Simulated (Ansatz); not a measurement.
Polymorphs of AlCo

These are results of DFT r2SCAN, scalar-relativistic, plane waves, PAW (Ansatz), not measurements. Settings: cutoff 500 eV, Γ-centred meshes no coarser than 0.19 Å⁻¹ for metals and 0.3 Å⁻¹ for insulators (2π included), Gaussian smearing.

All energies are static (0 K, no zero-point motion). The comparison covers the computed candidates alone. For metals, differences of a few meV/atom aren't resolved. The magnetic state reached may not be the lowest. Magnetic atoms first started from parallel or listed moments, and other orders weren't tried. A dash marks a run without spin. The functional can misorder magnetic and non-magnetic phases.

| # | started from | space group | atoms | V (Å³/atom) | ΔE (meV/atom) | gap on mesh (eV) | net m per atom / largest site m (μB) |
| --- | --- | --- | --- | --- | --- | --- | --- |
| 1 | database cell | Pm-3m (No. 221) | 2 | 11.3 | 0 | 0.00 | 0.05 / 0.15 |
| 2 | nickel arsenide type | P6_3/mmc (No. 194) | 4 | 13.5 | 873 | 0.00 | - |
| 3 | rock salt type | Fm-3m (No. 225) | 2 | 13.3 | 998 | 0.00 | - |

The lowest structure: Space group Pm-3m (No. 221), cubic, a = 2.824 Å. Al has 8 Co at 2.45 Å and 6 Al at 2.82 Å; around Co lie 8 Al at 2.45 Å and 6 Co at 2.82 Å. Its energy against the elements is -0.52 eV/atom. The zero of energy is the lowest elemental structures computed at the same level; no fitted shifts are applied.

```
Al Co
1.0
     2.82406    0.00000    0.00000
     0.00000    2.82406    0.00000
     0.00000    0.00000    2.82406
Al Co
1 1
Direct
  0.00000 0.00000 0.00000
  0.50000 0.50000 0.50000
```

The second: Space group P6_3/mmc (No. 194), hexagonal, a = 3.467 Å, c = 5.199 Å. Around Al lie 6 Co at 2.39 Å and 2 Al at 2.60 Å; around Co lie 6 Al at 2.39 Å.